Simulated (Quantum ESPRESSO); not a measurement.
Runs of Quantum ESPRESSO 7.5 on Sb. The structure is cubic, space group Fm-3m (No. 225). The conventional cell has a = 4.742 Å, b = 4.742 Å, c = 4.742 Å, α = 90.00°, β = 90.00°, γ = 90.00°. Sb (site symmetry m-3m) has 12 Sb at 3.35 Å as nearest neighbours. This isn't the form of Sb at room conditions, which is rhombohedral.

| level | ASE optimiser | dispersion computed by | rVV10 parameter b | gap on the mesh (eV) | pressure (GPa) | relaxed volume (Å³/atom) |
| --- | --- | --- | --- | --- | --- | --- |
| PBEsol | BFGS | - | - | none | 0.0 | 26.09 |
| PBEsol+D4 | LBFGS | dftd4 4.3.1 through ASE | - | none | 0.1 | (a) |
| PBEsol+D3 | BFGS | - | - | none | 0.1 | 25.60 |
| PBEsol+D3(BJ) | BFGS | - | - | none | 0.0 | (b) |
| PBEsol+rVV10 | BFGS | - | 6.3 | none | 0.0 | 25.21 |

Alike in all rows: task relaxation of cell and atoms; potentials or basis GBRV 1.5 PBEsol; no spin polarisation; cell relaxed; k mesh 10 × 10 × 10; cutoff (eV) 612; smearing fermi-dirac 0.05 eV.

Problem. Fill in the values left out.

Solution. (a) 25.25; (b) 24.93.

Caveats: pairwise dispersion overbinds metals, which lowers pressure and volume (some runs); rVV10's parameter b was fitted to another functional (some runs).

A k mesh can miss the band edges, and the runs leave out spin-orbit coupling on Sb.

A gap of «none» marks a metal or a gap under the smearing width.
